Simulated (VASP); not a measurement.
## InP in VASP 6.6.1, single-point calculation

INCAR

```
LREAL = .FALSE.
NELM = 120
EDIFF = 1E-7
GGA = PE
LCHARG = .FALSE.
SIGMA = 0.02
ENCUT = 520
LWAVE = .FALSE.
NSW = 0
PREC = High
ISMEAR = -1
IBRION = -1
ISIF = 2
LASPH = .TRUE.
NBANDS = 16
```

KPOINTS

```
KPOINTS created by Atomic Simulation Environment
0
Gamma
8 8 8
0 0 0
```

POSCAR

```
In P
 1.0000000000000000
     0.0000000000000000    2.9537876347999998    2.9833255111999999
     2.9537876347999998    0.0000000000000000    2.9833255111999999
     2.9537876347999998    2.9537876347999998    0.0000000000000000
 In  P
   1   1
Cartesian
  0.0000000000000000  0.0000000000000000  0.0000000000000000
  1.4768938173999999  1.4768938173999999  1.4916627555999999
```

The recommended PBE PAW datasets give the neutral cell 18 valence electrons.

Command

```
mpirun -np 1 vasp_std
```

OSZICAR

```
N       E                     dE             d eps       ncg     rms          rms(c)
DAV:   1     0.113893922916E+03    0.11389E+03   -0.83017E+03  1888   0.124E+03
DAV:   2    -0.107883682633E+01   -0.11497E+03   -0.11011E+03  2096   0.302E+02
DAV:   3    -0.860157954889E+01   -0.75227E+01   -0.74863E+01  2440   0.754E+01
DAV:   4    -0.880223401071E+01   -0.20065E+00   -0.20058E+00  2496   0.134E+01
DAV:   5    -0.881133092113E+01   -0.90969E-02   -0.90967E-02  2800   0.242E+00    0.539E+00
DAV:   6    -0.842763912947E+01    0.38369E+00   -0.61939E-01  3040   0.124E+01    0.324E+00
DAV:   7    -0.840182574623E+01    0.25813E-01   -0.15238E-01  2760   0.299E+00    0.122E+00
DAV:   8    -0.840236543173E+01   -0.53969E-03   -0.14461E-02  2408   0.140E+00    0.287E-01
DAV:   9    -0.840301216161E+01   -0.64673E-03   -0.13158E-03  2448   0.400E-01    0.148E-01
DAV:  10    -0.840315324664E+01   -0.14109E-03   -0.21993E-04  2872   0.175E-01    0.967E-02
DAV:  11    -0.840323062783E+01   -0.77381E-04   -0.10911E-04  2328   0.847E-02    0.374E-02
DAV:  12    -0.840323041686E+01    0.21097E-06   -0.74364E-06  2280   0.296E-02    0.117E-02
DAV:  13    -0.840323082366E+01   -0.40680E-06   -0.13983E-06  2504   0.588E-03    0.961E-03
DAV:  14    -0.840323103732E+01   -0.21366E-06   -0.23013E-07  2376   0.462E-03    0.182E-03
DAV:  15    -0.840323105409E+01   -0.16770E-07   -0.88774E-09  1784   0.739E-04
   1 F= -.84032311E+01 E0= -.84032310E+01  d E =-.867257E-08
```

Standard output (part)

```
POSCAR found type information on POSCAR InP
 POSCAR found :  2 types and       2 ions
 LDA part: xc-table for (Slater+PW92), standard interpolation
 POSCAR, INCAR and KPOINTS ok, starting setup
 WAVECAR not read
 entering main loop
```

From OUTCAR

```
k-points           NKPTS =     59   k-points in BZ     NKDIM =     59   number of bands    NBANDS=     16

   NELECT =      18.0000    total number of electrons

   dimension x,y,z NGX =    32 NGY =   32 NGZ =   32
   dimension x,y,z NGXF=    40 NGYF=   40 NGZF=   40

  energy-cutoff  :      520.00
  volume of cell :       52.06
      direct lattice vectors                 reciprocal lattice vectors
     0.000000000  2.953787635  2.983325511    -0.169274187  0.169274187  0.167598205
     2.953787635  0.000000000  2.983325511     0.169274187 -0.169274187  0.167598205
     2.953787635  2.953787635  0.000000000     0.169274187  0.169274187 -0.167598205

 k-points in reciprocal lattice and weights: KPOINTS created by Atomic Simulation Env
   0.00000000  0.00000000  0.00000000       0.002
   0.12500000  0.00000000  0.00000000       0.016
   0.25000000  0.00000000  0.00000000       0.016
   0.37500000  0.00000000  0.00000000       0.016
   0.50000000  0.00000000  0.00000000       0.008
   0.12500000  0.12500000  0.00000000       0.004
   0.25000000  0.12500000  0.00000000       0.016
   0.37500000  0.12500000  0.00000000       0.016
   ...

 E-fermi :   5.1064

 k-point     1 :       0.0000    0.0000    0.0000
  band No.  band energies     occupation
      1      -9.2988      2.00000
      2      -9.2945      2.00000
      3      -9.2945      2.00000
      4      -9.1609      2.00000
      5      -9.1594      2.00000
      6      -6.4639      2.00000
      7       4.7967      2.00000
      8       4.8431      2.00000
      9       4.8431      2.00000
     10       5.3550      0.00001
     11       8.9137      0.00000
     12       8.9137      0.00000
     13       8.9298      0.00000
     14      13.2526      0.00000
     15      14.1464      0.00000
     16      14.2978      0.00000

 k-point     2 :       0.1250    0.0000    0.0000
  band No.  band energies     occupation
      1      -9.3123      2.00000
      2      -9.2905      2.00000
      3      -9.2879      2.00000
      4      -9.1610      2.00000
      5      -9.1591      2.00000
      6      -6.2950      2.00000
      7       3.2819      2.00000
      8       4.6340      2.00000
      9       4.6706      2.00000
     10       6.3481      0.00000
     11       9.0392      0.00000
     12       9.1820      0.00000
     13       9.1916      0.00000
     14      13.5443      0.00000
     15      13.6616      0.00000
     16      14.0307      0.00000

 k-point     3 :       0.2500    0.0000    0.0000
  band No.  band energies     occupation
      1      -9.3498      2.00000
      2      -9.2765      2.00000
      3      -9.2738      2.00000
      4      -9.1591      2.00000
      5      -9.1564      2.00000
      6      -5.8239      2.00000
      7       1.4510      2.00000
      8       4.2757      2.00000
      9       4.3244      2.00000
     10       6.5252      0.00000
     11       9.5822      0.00000
     12       9.6095      0.00000
     13      10.0573      0.00000
     14      13.3587      0.00000
     15      13.4070      0.00000
     16      13.9033      0.00000

 ...

  Total        0.3574196      0.3574196      0.2225364      0.0000000      0.0000000     -0.0000000
  in kB       11.0001789     11.0001789      6.8489269      0.0000000      0.0000000     -0.0000000
  external PRESSURE =       9.6164282 kB  Pullay stress =       0.0000000 kB

 POSITION                                       TOTAL-FORCE (eV/Angst)
 -----------------------------------------------------------------------------------
      0.00000      0.00000      0.00000        -0.000000     -0.000000      0.000000
      1.47689      1.47689      1.49166         0.000000      0.000000      0.000000
 -----------------------------------------------------------------------------------
    total drift:                                0.000000      0.000000     -0.000001

  FREE ENERGIE OF THE ION-ELECTRON SYSTEM (eV)
  ---------------------------------------------------
  free  energy   TOTEN  =        -8.4032310541 eV

  energy  without entropy=       -8.4032310454  energy(sigma->0) =       -8.40323105
```

It converged. Results: gap between bands v and c on the k mesh 0.51 eV; least direct gap on the k mesh 0.51 eV; pressure 1.0 GPa. Band v is the last that the valence electrons fill when counted band by band, and c is the next.

For comparison, a separate PBE run of the intended cell, on usual settings and not on those above, gives a gap of 0.51 eV on its mesh and a pressure of 0.9 GPa.

The run above took about 33 s on one core of a shared host (Intel Xeon Platinum 8488C) and held 0.16 GiB at most.
